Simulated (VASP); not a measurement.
A run of VASP 6.6.1 is set up as follows.

Contents of INCAR:

```
SYSTEM = MgB2
PREC = Accurate
ENCUT = 600
EDIFF = 1E-6
ISMEAR = 1
SIGMA = 0.1
LREAL = .False.
LASPH = .True.
NELM = 80
ALGO = Normal
ISIF = 3
LWAVE = .False.
LCHARG = .False.
GGA = RP
IBRION = 2
NSW = 90
EDIFFG = -0.01
```

File KPOINTS:

```
Automatic mesh
0
Gamma
  15 15 10
  0 0 0
```

Contents of POSCAR:

```
MgB2
1.0
    3.0850000000      0.0000000000      0.0000000000
   -1.5425000000      2.6716883707      0.0000000000
    0.0000000000      0.0000000000      3.5230000000
Mg B
1 2
Direct
    0.0000000000      0.0000000000      0.0000000000
    0.3333333333      0.6666666667      0.5000000000
    0.6666666667      0.3333333333      0.5000000000
```

Potentials or basis: VASP PAW PBE potentials, release 64 (Mg, B).

The run is started by

```console
$ cat potpaw_PBE.64/Mg/POTCAR potpaw_PBE.64/B/POTCAR > POTCAR
$ mpirun -np 1 vasp_std > vasp.out
```

(1) What does it give for the relaxed volume?

(2) Estimate the space group after relaxing (to 0.05 Å).

Answers

(1) 9.82 Å³/atom.

(2) P6/mmm (No. 191).

Caveat: the PAW data sets were made with another functional, which shifts forces and pressure a little.
